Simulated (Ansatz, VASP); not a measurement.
## One calculation of HgSe, two programs

```xyz
2
Lattice="0.0000 3.0927 3.0927 3.0927 0.0000 3.0927 3.0927 3.0927 0.0000" Properties=species:S:1:pos:R:3 pbc="T T T"
Hg    0.0000    0.0000    0.0000
Se    1.5463    1.5463    1.5463
```

Alike in both runs: task single point; functional PBE; k mesh 6 × 6 × 6; occupations fermi-dirac, width 0.02 eV; no spin polarisation.

|  | VASP | Ansatz |
| --- | --- | --- |
| version | VASP 6.6.1 | Ansatz 0.2.0 |
| potentials or method | VASP PAW PBE potentials, release 64 (Hg, Se) | plane waves |
| plane-wave cutoff (eV) | 520 | 420 |
| valence electrons in the cell | 18 | 36 |

Ansatz gave:

| Property | Result |
| --- | --- |
| pressure (GPa) | 1.7 |

**Question.** Estimate VASP's values.

**Answer.** Pressure (GPa): 1.9.

The functional is the same, so the differences come from potentials, cutoffs and numerics. The two sets of potentials don't hold the same shells in valence.

The runs have no spin-orbit coupling, so splittings on Hg are missing.
